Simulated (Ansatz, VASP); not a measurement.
# One calculation of C, two programs

Contents of INCAR:

```
SYSTEM = C
PREC = Accurate ; ENCUT = 520
EDIFF = 1E-6 ; ISMEAR = 0
SIGMA = 0.1 ; LREAL = .FALSE.
LASPH = .TRUE. ; NELM = 100
ALGO = Normal ; ISIF = 2
LWAVE = .FALSE. ; LCHARG = .FALSE.
GGA = PE ; NBANDS = 26
```

KPOINTS

```
regular mesh
0
G
  4 4 6
  0 0 0
```

The input POSCAR:

```
C
1.0
    4.3502707011     -3.0746643487      0.0000000000
    4.3502707011      3.0746643487      0.0000000000
   -1.7949533494      0.0000000000      3.6318046636
C
8
Direct
    0.8260000000      0.8260000000      0.1740000000
    0.1740000000      0.1740000000      0.8260000000
    0.2480000000      0.2480000000      0.1860000000
    0.7520000000      0.7520000000      0.8140000000
    0.7691000000      0.3029000000      0.1810000000
    0.6971000000      0.2309000000      0.8190000000
    0.2309000000      0.6971000000      0.8190000000
    0.3029000000      0.7691000000      0.1810000000
```

Input for Ansatz:

```yaml
crystal:
  lattice:
    - [4.3502707011, -3.0746643487, 0.0]
    - [4.3502707011, 3.0746643487, 0.0]
    - [-1.7949533494, 0.0, 3.6318046636]
  atoms:
    - { symbol: C, position: [0.826, 0.826, 0.174] }
    - { symbol: C, position: [0.174, 0.174, 0.826] }
    - { symbol: C, position: [0.248, 0.248, 0.186] }
    - { symbol: C, position: [0.752, 0.752, 0.814] }
    - { symbol: C, position: [0.7691, 0.3029, 0.181] }
    - { symbol: C, position: [0.6971, 0.2309, 0.819] }
    - { symbol: C, position: [0.2309, 0.6971, 0.819] }
    - { symbol: C, position: [0.3029, 0.7691, 0.181] }
basis:
  ecutwfc: 420
kpoints:
  mp_grid: { grid: [4, 4, 6] }
hamiltonian:
  xc: pbe
scf:
  occupations: { method: gaussian, width: 0.1 }
  lower_state_search: "off"
output:
  forces: true
  stress: true
  eigenvalues: true
```

Alike in both runs: task single point; functional PBE; k mesh 4 × 4 × 6; occupations gaussian, width 0.1 eV; no spin polarisation.

|  | VASP | Ansatz |
| --- | --- | --- |
| version | VASP 6.6.1 | Ansatz 0.2.0 |
| potentials or method | VASP PAW PBE potentials, release 64 (C) | scalar-relativistic, plane waves, PAW |
| plane-wave cutoff (eV) | 520 | 420 |
| valence electrons in the cell | 32 | 32 |

|  | VASP | Ansatz | Ansatz less VASP |
| --- | --- | --- | --- |
| gap on the k mesh at the Fermi level (eV) | none | none | - |
| pressure (GPa) | -3.6 | -3.8 | -0.19 |
| largest component of the traceless stress (GPa) | 17.99 | 17.53 | -0.453 |
| rms of the force components (eV/Å) | 1.056 | 1.016 | -0.0405 |

Atom by atom the forces differ by 0.050 eV/Å (rms over components). A gap of «none» marks a metal or a gap that the smearing closes. The functional is the same, so the differences come from potentials, cutoffs and numerics.

Caveats: forces of over 1 eV/Å show positions far from the minimum, so gaps and moduli don't describe the material at rest.
